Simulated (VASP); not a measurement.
# InP (F-43m) in VASP: notebook

Aim: see how the results for InP move with the level of theory and the settings. Levels: LDA, PBEsol. Tasks: single point, relaxation of cell and atoms.

All numbers are computed with VASP 6.6.1; they aren't measurements. Logs are shortened: lines on timing, memory, paths and dates and some standing lists are left out, and cuts for length are marked.

**What was measured.**

A printed reference work, data compilation reports, for a bulk crystal of InP at 1.6 K: band gap 1.4236 eV (direct).

The results are compared with them further down.

### 1 The cell of the first run

It takes space group F-43m (No. 216, cubic). The conventional cell has a = 5.827 Å, b = 5.827 Å, c = 5.827 Å, α = 90.00°, β = 90.00°, γ = 90.00°. In (site symmetry -43m) has 4 P at 2.52 Å within 3.3 Å. Within 3.3 Å of P (site symmetry -43m) lie 4 In at 2.52 Å.

### 2 Single point, LDA

The input, INCAR:

```
  ALGO = Normal
  EDIFF = 1E-6
  ENCUT = 520
  GGA = CA
  ISIF = 2
  ISMEAR = -1
  LASPH = True
  LCHARG = True
  LELF = True
  LREAL = False
  LVHAR = True
  LWAVE = False
  NBANDS = 16
  NELM = 60
  PREC = Accurate
  SIGMA = 0.05
```

The input, KPOINTS:

```
k-points
0
Gamma
  8 8 8
```

The input, POSCAR:

```
InP
1.0
    0.0000000000      2.9134708786      2.9134708786
    2.9134708786      0.0000000000      2.9134708786
    2.9134708786      2.9134708786      0.0000000000
In P
1 1
Direct
    0.0000000000      0.0000000000      0.0000000000
    0.7500000000      0.7500000000      0.7500000000
```

Potentials or basis: VASP PAW LDA potentials, release 64 (In_d, P).

Command:

```sh
cat potpaw_LDA.64/In_d/POTCAR potpaw_LDA.64/P/POTCAR > POTCAR
mpirun -np 1 vasp_std > vasp.out
```

OUTCAR:

```text
EDIFF = 1E-6
   ENCUT = 520
   GGA = CA
   ISIF = 2
   ISMEAR = -1
   LASPH = True
   LREAL = False
   NELM = 60
   PREC = Accurate

 ion  position               nearest neighbor table
   1  0.000  0.000  0.000-   2 2.52   2 2.52   2 2.52   2 2.52
   2  0.750  0.750  0.750-   1 2.52   1 2.52   1 2.52   1 2.52

  LATTYP: Found a face centered cubic cell.
 ALAT       =     5.8269417572

  Lattice vectors:

 A1 = (   0.0000000000,   2.9134708786,   2.9134708786)
 A2 = (   2.9134708786,   0.0000000000,   2.9134708786)
 A3 = (   2.9134708786,   2.9134708786,   0.0000000000)

Analysis of symmetry for initial positions (statically):
=====================================================================
 Subroutine PRICEL returns:
 Original cell was already a primitive cell.

 Routine SETGRP: Setting up the symmetry group for a
 face centered cubic supercell.

 Subroutine GETGRP returns: Found 24 space group operations
 (whereof 24 operations were pure point group operations)
 out of a pool of 48 trial point group operations.

The static configuration has the point symmetry T_d .

Analysis of symmetry for dynamics (positions and initial velocities):
=====================================================================
 Subroutine PRICEL returns:
 Original cell was already a primitive cell.

 Routine SETGRP: Setting up the symmetry group for a
 face centered cubic supercell.

 Subroutine GETGRP returns: Found 24 space group operations
 (whereof 24 operations were pure point group operations)
 out of a pool of 48 trial point group operations.

The dynamic configuration has the point symmetry T_d .

 Subroutine INISYM returns: Found 24 space group operations
 (whereof 24 operations are pure point group operations),
 and found     1 'primitive' translations

----------------------------------------------------------------------------------------

                                     Primitive cell

  volume of cell :      49.4609

  direct lattice vectors                    reciprocal lattice vectors
     0.000000000  2.913470879  2.913470879    -0.171616612  0.171616612  0.171616612
     2.913470879  0.000000000  2.913470879     0.171616612 -0.171616612  0.171616612
     2.913470879  2.913470879  0.000000000     0.171616612  0.171616612 -0.171616612

  length of vectors
     4.120270030  4.120270030  4.120270030     0.297248691  0.297248691  0.297248691

  position of ions in fractional coordinates (direct lattice)
     0.000000000  0.000000000  0.000000000
     0.750000000  0.750000000  0.750000000

  ion indices of the primitive-cell ions
   primitive index   ion index
                 1           1
                 2           2

----------------------------------------------------------------------------------------

 KPOINTS: k-points

Automatic generation of k-mesh.
 Grid dimensions read from file:
 generate k-points for:    8    8    8

 Generating k-lattice:

  Cartesian coordinates                     Fractional coordinates (reciprocal lattice)
    -0.021452076  0.021452076  0.021452076     0.125000000  0.000000000  0.000000000
     0.021452076 -0.021452076  0.021452076     0.000000000  0.125000000  0.000000000
     0.021452076  0.021452076 -0.021452076     0.000000000  0.000000000  0.125000000

  Length of vectors
     0.037156086  0.037156086  0.037156086

  Shift w.r.t. Gamma in fractional coordinates (k-lattice)
     0.000000000  0.000000000  0.000000000

 Subroutine IBZKPT returns following result:
 ===========================================

 Found     29 irreducible k-points:

 Following reciprocal coordinates:
            Coordinates               Weight
  0.000000  0.000000  0.000000      1.000000
  0.125000  0.000000  0.000000      8.000000
  0.250000  0.000000  0.000000      8.000000
  0.375000  0.000000  0.000000      8.000000
  0.500000  0.000000  0.000000      4.000000
  0.125000  0.125000  0.000000      6.000000
[... 16 lines left out ...]
  0.500000  0.250000  0.125000     48.000000
 -0.375000  0.250000  0.125000     24.000000
 [... further k-points ...]
   k-points           NKPTS =     29   k-points in BZ     NKDIM =     29   number of bands    NBANDS=     16
   number of dos      NEDOS =    301   number of ions     NIONS =      2
   total plane-waves  NPLWV =  32768
   dimension x,y,z NGX =    32 NGY =   32 NGZ =   32
   dimension x,y,z NGXF=    64 NGYF=   64 NGZF=   64
   ions per type =               1   1
   NGX,Y,Z   is equivalent  to a cutoff of  12.91, 12.91, 12.91 a.u.
   NGXF,Y,Z  is equivalent  to a cutoff of  25.82, 25.82, 25.82 a.u.
 SYSTEM =  unknown system
   PREC   = accura    normal or accurate (medium, high low for compatibility)
   ISTART =      0    job   : 0-new  1-cont  2-samecut
   ICHARG =      2    charge: 1-file 2-atom 10-const
   ISPIN  =      1    spin polarized calculation?
   LNONCOLLINEAR =      F non collinear calculations
   LSORBIT =      F    spin-orbit coupling
   LASPH  =      T    aspherical Exc in radial PAW
   ENCUT  =  520.0 eV  38.22 Ry    6.18 a.u.   7.66  7.66  7.66*2*pi/ulx,y,z
   NELM   =     60;   NELMIN=  2; NELMDL= -5     # of ELM steps
   EDIFF  = 0.1E-05   stopping-criterion for ELM
   LREAL  =      F    real-space projection
   EDIFFG = 0.1E-04   stopping-criterion for IOM
   NSW    =      0    number of steps for IOM
   IBRION =     -1    ionic relax: 0-MD 1-quasi-New 2-CG
   NFREE  =      0    steps in history (QN), initial steepest desc. (CG)
   ISIF   =      2    stress and relaxation
   ISYM   =      2    0-nonsym 1-usesym 2-fastsym
   POTIM  = 0.5000    time-step for ionic-motion
   TEBEG  =    0.0;   TEEND  =   0.0 temperature during run
   PSTRESS=    0.0 pullay stress
   NELECT =      18.0000    total number of electrons
   NUPDOWN=      -1.0000    fix difference up-down
   EMIN   =  10.00;   EMAX   =-10.00  energy-range for DOS
   EFERMI =   0.00;   METHOD = LEGACY
   ISMEAR =    -1;   SIGMA  =   0.05  broadening in eV -4-tet -1-fermi 0-gaus
   EFERMI_NEDOS =   21; number of points for ismear=-14 and -15
   IALGO  =     38    algorithm
   IMIX   =      4    mixing-type and parameters
     AMIX     =   0.40;   BMIX     =  1.00
     AMIX_MAG =   1.60;   BMIX_MAG =  1.00
  volume/ion in A,a.u.               =      24.73       166.89
  Fermi-wavevector in a.u.,A,eV,Ry     =   1.168813  2.208736 18.587239  1.366124
  Thomas-Fermi vector in A             =   2.305294
   LORBIT       =      0    0 simple, 1 ext, 2 COOP (PROOUT), +10 PAW based schemes
   GGA     = CA    functional components
   LHFCALC =     F    Hartree Fock is set to
   AEXX    =    0.0000 exact exchange contribution
   IVDW    =     0    specifies the selected vdW correction
   LEPSILON=     F    determine dielectric tensor
   LRPA    =     F    only Hartree local field effects (RPA)
 non-spin polarized calculation
  energy-cutoff  :      520.00
  volume of cell :       49.46
 maximum number of plane-waves:      1363
   NGX = 15   NGY = 15   NGZ = 15

 number of electron      17.9999998 magnetization

 Free energy of the ion-electron system (eV)
  ---------------------------------------------------
  ext. energy  EPLUGINS =         0.00000000
  ---------------------------------------------------
  free energy    TOTEN  =        -9.67210072 eV

  energy without entropy =       -9.67208839  energy(sigma->0) =       -9.67209455

 E-fermi :   5.5376     XC(G=0):  -9.6862

 val. band max:        5.2044671755   @ k =   0.0000   0.0000   0.0000
 cond. band min:       5.8095509501   @ k =   0.0000   0.0000   0.0000
 fundamental gap:      0.6050837746
 Fermi energy:         5.5376316297

 k-point     1 :       0.0000    0.0000    0.0000
  band No.  band energies     occupation
      1      -9.0211      2.00000
      2      -9.0211      2.00000
      3      -9.0211      2.00000
      4      -8.8572      2.00000
      5      -8.8572      2.00000
      6      -6.4628      2.00000
[... 8 lines left out ...]
     15      14.6831      0.00000
     16      14.6831      0.00000

 k-point     2 :       0.1250    0.0000    0.0000
  band No.  band energies     occupation
      1      -9.0416      2.00000
      2      -9.0131      2.00000
      3      -9.0131      2.00000
      4      -8.8571      2.00000
      5      -8.8571      2.00000
      6      -6.2778      2.00000
[... 8 lines left out ...]
     15      13.9861      0.00000
     16      14.3703      0.00000

 k-point     3 :       0.2500    0.0000    0.0000
  band No.  band energies     occupation
      1      -9.0881      2.00000
      2      -8.9960      2.00000
      3      -8.9960      2.00000
      4      -8.8545      2.00000
      5      -8.8545      2.00000
      6      -5.7595      2.00000
[... 8 lines left out ...]
     15      13.7472      0.00000
     16      14.1355      0.00000

 k-point     4 :       0.3750    0.0000    0.0000
  band No.  band energies     occupation
      1      -9.1314      2.00000
      2      -8.9832      2.00000
      3      -8.9832      2.00000
      4      -8.8473      2.00000
      5      -8.8473      2.00000
      6      -5.0583      2.00000
[... 8 lines left out ...]
     15      14.6930      0.00000
     16      14.6930      0.00000
[... 324 lines left out ...]
 k-point    22 :       0.3750    0.2500    0.1250
  band No.  band energies     occupation
      1      -9.1281      2.00000
      2      -8.9754      2.00000
      3      -8.9685      2.00000
      4      -8.8743      2.00000
      5      -8.8409      2.00000
      6      -5.3286      2.00000
[... 8 lines left out ...]
     15      15.3803      0.00000
     16      16.7590      0.00000

 k-point    23 :       0.5000    0.2500    0.1250
  band No.  band energies     occupation
      1      -9.1530      2.00000
      2      -8.9700      2.00000
      3      -8.9528      2.00000
      4      -8.8702      2.00000
      5      -8.8406      2.00000
      6      -4.6835      2.00000
[... 8 lines left out ...]
     15      15.9781      0.00000
     16      16.5671      0.00000

 k-point    24 :      -0.3750    0.2500    0.1250
  band No.  band energies     occupation
      1      -9.1621      2.00000
      2      -8.9694      2.00000
      3      -8.9474      2.00000
      4      -8.8638      2.00000
      5      -8.8434      2.00000
      6      -4.3167      2.00000
[... 8 lines left out ...]
     15      15.8196      0.00000
     16      16.5075      0.00000

 [... further k-points ...]

------------------------ aborting loop because EDIFF is reached ----------------------------------------

  FORCE on cell =-STRESS in cart. coord.  units (eV):
  Direction    XX          YY          ZZ          XY          YZ          ZX
  --------------------------------------------------------------------------------------
  -------------------------------------------------------------------------------------
  Total        0.0020764      0.0020764      0.0020764      0.0000000     -0.0000000     -0.0000000
  in kB        0.0672611      0.0672611      0.0672611      0.0000000     -0.0000000     -0.0000000
  external PRESSURE =       0.0672611 kB  Pullay stress =       0.0000000 kB

 VOLUME and BASIS-vectors are now :
 -----------------------------------------------------------------------------
  energy-cutoff  :      520.00
  volume of cell :       49.46
      direct lattice vectors                 reciprocal lattice vectors
     0.000000000  2.913470879  2.913470879    -0.171616612  0.171616612  0.171616612
     2.913470879  0.000000000  2.913470879     0.171616612 -0.171616612  0.171616612
     2.913470879  2.913470879  0.000000000     0.171616612  0.171616612 -0.171616612

 POSITION                                       TOTAL-FORCE (eV/Angst)
 -----------------------------------------------------------------------------------
      0.00000      0.00000      0.00000        -0.000000      0.000000      0.000000
      4.37021      4.37021      4.37021         0.000000     -0.000000      0.000000
 -----------------------------------------------------------------------------------
    total drift:                                0.000000      0.000000     -0.000000

  FREE ENERGIE OF THE ION-ELECTRON SYSTEM (eV)
  ---------------------------------------------------
  free  energy   TOTEN  =        -9.6721007173 eV

  energy  without entropy=       -9.6720883868  energy(sigma->0) =       -9.67209455
```

It took 24 s on 1 thread of Intel Xeon Platinum 8488C (Sapphire Rapids), shared host; peak memory 0.16 GiB.

Results:

| Quantity | Value |
| --- | --- |
| Free energy | -9.6721 eV |
| Pressure | 0.0 GPa |
| Band gap on the k mesh | 0.61 eV, direct |

Caveat: spin-orbit coupling is left out, which moves the levels of the heavy elements.

(Part 1 of 2 ends here.)
